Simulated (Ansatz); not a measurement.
CdS (P3_221) at 2 levels of theory

One geometry, relaxed with PBE; plane waves with PAW potentials in Ansatz, scalar-relativistic. No spin polarisation. Gaps are the least over mesh and band path; pressure is positive in compression, and isn't given for hybrids.

```
Cd S
1.0
     6.60373    0.00000    0.00000
    -3.30187    5.71900    0.00000
     0.00000    0.00000    4.00215
Cd S
3 3
Direct
  0.62016 0.00000 0.66667
  0.00000 0.62016 0.33333
  0.37984 0.37984 0.00000
  0.36932 0.00000 0.16667
  0.00000 0.36932 0.83333
  0.63068 0.63068 0.50000
```

| level | cutoff (eV) | k mesh | gap (eV) | pressure (GPa) |
| --- | --- | --- | --- | --- |
| PBE | 420 | 6×6×8 | 0.97 | 0.0 |

Question: What comes out on the same cell with HSE06?

Answer:
| level | cutoff (eV) | k mesh | gap (eV) | pressure (GPa) |
| --- | --- | --- | --- | --- |
| HSE06 | 420 | 6×6×6 | 1.96 | - |

The cell was found from a structure generator's guess, not taken from experiment.
